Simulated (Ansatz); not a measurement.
# CdTe (zincblende): the equilibrium volume

At what volume is CdTe (zincblende) free of pressure?

Computed with Ansatz 0.2.0 (DFT PBEsol, scalar-relativistic, plane waves, PAW, unless a step's input says otherwise).

1 further run of the same task is left out (set aside as unsound or not needed).

## Step 1: Starting point

It takes space group F-43m (No. 216, cubic). Conventional cell: a = 6.476 Å, b = 6.476 Å, c = 6.476 Å, α = 90.00°, β = 90.00°, γ = 90.00°. Cd (site symmetry -43m) is surrounded by 4 Te at 2.80 Å. Te (site symmetry -43m) has 4 Cd at 2.80 Å as nearest neighbours.

As a file:

```
CELL_PARAMETERS angstrom
0.00000 3.23814 3.23814
3.23814 0.00000 3.23814
3.23814 3.23814 0.00000
ATOMIC_POSITIONS crystal
Cd 0.00000 0.00000 0.00000
Te 0.25000 0.25000 0.25000
```

## Step 2: The first run

The input, input.yaml:

```yaml
crystal:
  lattice:
    - [0.0, 3.2381444044, 3.2381444044]
    - [3.2381444044, 0.0, 3.2381444044]
    - [3.2381444044, 3.2381444044, 0.0]
  atoms:
    - { symbol: Cd, position: [0.0, 0.0, 0.0] }
    - { symbol: Te, position: [0.25, 0.25, 0.25] }
basis:
  ecutwfc: 420
  ecutrho_ratio: 4
kpoints:
  mp_grid: { grid: [10, 10, 10] }
hamiltonian:
  xc: pbesol
scf:
  occupations: { method: gaussian, width: 0.05 }
output:
  forces: true
  stress: true
  eigenvalues: true
```

Launch:

```console
> ansatz run input.yaml --threads 4 --pin off --max-ram 8192MiB --backend cpu --events-out ev --progress --plain --runs-dir out
```

Log, cut to the lines that bear on the results:

```text
Warning: RAYON_NUM_THREADS=4 ignored (pool sized by the plan → 4); use --threads N
[...]
Pseudopotentials: kind: paw
Pseudopotential: Cd, paw, valence charge 20, recommended cutoff 420 eV (normal), Cd.paw.azcp
Pseudopotential: Te, paw, valence charge 16, recommended cutoff 420 eV (normal), Te.paw.azcp
Functional definition: PBEsol
[...]
Crystal: 2 atoms, lattice volume = 67.908 Å³
Basis set: ecut = 420 eV, 1363 PW (Γ), exchange–correlation on 64×64×64 points (8 copies of the dense FFT grid, shifted against one another)
Bands: 22, of which v1, the nominal top of the filled ones, is band 18 counted from 1 (17 counted from 0)
Symmetry: 24 space group operations
Space group: F-43m (ITA 216), of the structure as read, at distance tolerance 4.1e-5 Å
k-points: 47 of 1000 (time reversal used)
[...]
SCF iter   1: F=—  HF=-15086.347774 eV  |F-HF|=—  |Δ(HF+E_count)|=         —  Δρ=3.91e-3  dr2=1.37e-2  ethr=1.77e-3  ⟨swp⟩=6.0  Hψ=4894  notcnv=0
[...]
SCF iter   7: F=-15086.343712 eV  HF=-15086.343713 eV  |F-HF|=2.35e-8  |Δ(HF+E_count)|=   1.30e-7  Δρ=6.59e-6  dr2=1.64e-8  ethr=2.78e-10  ⟨swp⟩=4.0  Hψ=3337  notcnv=0
[...]
SCF converged after 7 iterations
Free energy (F): -15086.343712 eV
[...]
E sigma→0 (E₀):  -15086.343712 eV
Fermi energy:    7.685984 eV
[...]
--- Forces (eV/Å), atoms counted from 1 ---
  atom   1  Cd     0.00000000    -0.00000000    -0.00000000
  atom   2  Te    -0.00000000     0.00000000     0.00000000
[...]
--- Stress (GPa, compression-positive) ---
        0.250440      -0.000000       0.000000
        0.000000       0.250440       0.000000
        0.000000       0.000000       0.250440
  P = ⅓ Tr σ = 0.2504 GPa (2.504 kbar)
--- Band table (eV; the first three rows and the last of 47) ---
  k-point 0: bands = ["-94.6379", "-55.7307", "-55.7307", "-55.7307", "-28.6387", "-28.6387", "-28.6387", "-28.6303", "-28.6303", "-3.8770", "-0.9032", "-0.9032", "-0.9032", "-0.6362", "-0.6362", "7.3507", "7.3507", "7.3507", "8.0172", "11.9173", "11.9173", "11.9173"]
[...]
```

It took 1.2 s on 4 threads of Intel Xeon Platinum 8488C (Sapphire Rapids), shared host; peak memory 0.49 GiB.

Read off: volume 33.954 Å³/atom, pressure 0.25 GPa, gap on the mesh 0.67 eV.

## Step 3: Stepping to 34.090 Å³/atom

Changes to input.yaml since step 2:

```diff
@@ -2,5 +2,5 @@
   lattice:
-    - [0.0, 3.2381444044, 3.2381444044]
-    - [3.2381444044, 0.0, 3.2381444044]
-    - [3.2381444044, 3.2381444044, 0.0]
+    - [0.0, 3.2424561863, 3.2424561863]
+    - [3.2424561863, 0.0, 3.2424561863]
+    - [3.2424561863, 3.2424561863, 0.0]
   atoms:
```

Launch:

```console
> ansatz run input.yaml --threads 4 --pin off --max-ram 8192MiB --backend cpu --events-out ev --progress --plain --runs-dir out
```

Log, cut to the lines that bear on the results:

```text
Warning: RAYON_NUM_THREADS=4 ignored (pool sized by the plan → 4); use --threads N
[...]
[... 4 set-up lines as earlier in the session ...]
[...]
Crystal: 2 atoms, lattice volume = 68.179 Å³
Basis set: ecut = 420 eV, 1363 PW (Γ), exchange–correlation on 64×64×64 points (8 copies of the dense FFT grid, shifted against one another)
Bands: 22, of which v1, the nominal top of the filled ones, is band 18 counted from 1 (17 counted from 0)
[... 2 set-up lines as earlier in the session ...]
k-points: 47 of 1000 (time reversal used)
[...]
SCF iter   1: F=—  HF=-15086.348075 eV  |F-HF|=—  |Δ(HF+E_count)|=         —  Δρ=3.91e-3  dr2=1.38e-2  ethr=1.77e-3  ⟨swp⟩=6.1  Hψ=4895  notcnv=0
[...]
SCF iter   7: F=-15086.343992 eV  HF=-15086.343992 eV  |F-HF|=2.58e-8  |Δ(HF+E_count)|=   1.38e-7  Δρ=6.85e-6  dr2=1.76e-8  ethr=2.78e-10  ⟨swp⟩=2.9  Hψ=3935  notcnv=0
[...]
SCF converged after 7 iterations
Free energy (F): -15086.343992 eV
[...]
E sigma→0 (E₀):  -15086.343992 eV
Fermi energy:    7.623689 eV
[...]
--- Forces (eV/Å), atoms counted from 1 ---
  atom   1  Cd     0.00000000    -0.00000000     0.00000000
  atom   2  Te    -0.00000000     0.00000000    -0.00000000
[...]
--- Stress (GPa, compression-positive) ---
        0.082175       0.000000      -0.000000
        0.000000       0.082175       0.000000
       -0.000000       0.000000       0.082175
  P = ⅓ Tr σ = 0.0822 GPa (0.822 kbar)
--- Band table (eV; the first three rows and the last of 47) ---
  k-point 0: bands = ["-94.6846", "-55.7773", "-55.7773", "-55.7773", "-28.6864", "-28.6864", "-28.6864", "-28.6781", "-28.6781", "-3.9105", "-0.9457", "-0.9457", "-0.9457", "-0.6817", "-0.6817", "7.2942", "7.2942", "7.2942", "7.9491", "11.8635", "11.8635", "11.8635"]
[...]
```

It took 1.3 s on 4 threads of Intel Xeon Platinum 8488C (Sapphire Rapids), shared host; peak memory 0.49 GiB.

This gives: volume 34.090 Å³/atom, pressure 0.08 GPa, gap on the mesh 0.65 eV.

## Step 4: Volume 34.157 Å³/atom

Changes to input.yaml since step 3:

```diff
@@ -2,5 +2,5 @@
   lattice:
-    - [0.0, 3.2424561863, 3.2424561863]
-    - [3.2424561863, 0.0, 3.2424561863]
-    - [3.2424561863, 3.2424561863, 0.0]
+    - [0.0, 3.2445925398, 3.2445925398]
+    - [3.2445925398, 0.0, 3.2445925398]
+    - [3.2445925398, 3.2445925398, 0.0]
   atoms:
```

Launch:

```console
> ansatz run input.yaml --threads 4 --pin off --max-ram 8192MiB --backend cpu --events-out ev --progress --plain --runs-dir out
```

Log, cut to the lines that bear on the results:

```text
Warning: RAYON_NUM_THREADS=4 ignored (pool sized by the plan → 4); use --threads N
[...]
[... 4 set-up lines as earlier in the session ...]
[...]
Crystal: 2 atoms, lattice volume = 68.314 Å³
Basis set: ecut = 420 eV, 1363 PW (Γ), exchange–correlation on 64×64×64 points (8 copies of the dense FFT grid, shifted against one another)
Bands: 22, of which v1, the nominal top of the filled ones, is band 18 counted from 1 (17 counted from 0)
[... 2 set-up lines as earlier in the session ...]
k-points: 47 of 1000 (time reversal used)
[...]
SCF iter   1: F=—  HF=-15086.348121 eV  |F-HF|=—  |Δ(HF+E_count)|=         —  Δρ=3.91e-3  dr2=1.38e-2  ethr=1.77e-3  ⟨swp⟩=6.1  Hψ=4898  notcnv=0
[...]
SCF iter   7: F=-15086.344030 eV  HF=-15086.344030 eV  |F-HF|=2.45e-8  |Δ(HF+E_count)|=   1.34e-7  Δρ=6.70e-6  dr2=1.69e-8  ethr=2.78e-10  ⟨swp⟩=2.9  Hψ=3962  notcnv=0
[...]
SCF converged after 7 iterations
Free energy (F): -15086.344030 eV
[...]
E sigma→0 (E₀):  -15086.344030 eV
Fermi energy:    7.592961 eV
[...]
--- Forces (eV/Å), atoms counted from 1 ---
  atom   1  Cd     0.00000000    -0.00000000     0.00000000
  atom   2  Te    -0.00000000     0.00000000     0.00000000
[...]
--- Stress (GPa, compression-positive) ---
        0.000045       0.000000      -0.000000
       -0.000000       0.000045       0.000000
       -0.000000       0.000000       0.000045
  P = ⅓ Tr σ = 0.0000 GPa (0.000 kbar)
--- Band table (eV; the first three rows and the last of 47) ---
  k-point 0: bands = ["-94.7076", "-55.8003", "-55.8003", "-55.8003", "-28.7099", "-28.7099", "-28.7099", "-28.7017", "-28.7017", "-3.9271", "-0.9668", "-0.9668", "-0.9668", "-0.7042", "-0.7042", "7.2663", "7.2663", "7.2663", "7.9154", "11.8369", "11.8369", "11.8369"]
[...]
```

It took 1.3 s on 4 threads of Intel Xeon Platinum 8488C (Sapphire Rapids), shared host; peak memory 0.49 GiB.

This gives: volume 34.157 Å³/atom, pressure 0.00 GPa, gap on the mesh 0.65 eV.

## Step 5: The way to zero pressure

```csv
step,level,mesh,relaxed,volume (Å³/atom),pressure (GPa)
2,PBEsol,10×10×10,nothing,33.954,0.25
3,PBEsol,10×10×10,nothing,34.090,0.08
4,PBEsol,10×10×10,nothing,34.157,0.00
```

The cell before and after:

| cell as typed | before | after | change |
| --- | --- | --- | --- |
| a (Å) | 4.579 | 4.589 | +0.2 % |
| b (Å) | 4.579 | 4.589 | +0.2 % |
| c (Å) | 4.579 | 4.589 | +0.2 % |
| volume (Å³/atom) | 33.954 | 34.157 | +0.6 % |
| shortest distance (Å) | 2.804 | 2.810 | +0.2 % |
| space group | F-43m | F-43m | same |

## Step 6: What came out

| quantity | value |
| --- | --- |
| volume | 34.157 Å³/atom |
| pressure | 0.00 GPa |
| conventional cell | a = 6.489 Å, b = 6.489 Å, c = 6.489 Å, α = 90.00°, β = 90.00°, γ = 90.00° |
| gap on the mesh | 0.65 eV |

Over the 3 runs shown the cell moved from 33.95 to 34.16 Å³/atom, a change of +0.6 %, where the pressure is zero within 0.01 GPa.

The gaps are Kohn-Sham values of a semilocal functional, not quasiparticle or optical gaps. Such gaps usually fall short of the measured ones; spin-orbit coupling, left out here, narrows gaps with Te, so the two errors partly cancel. Spin-orbit coupling is left out, though the cell holds Te; it can move the gap.
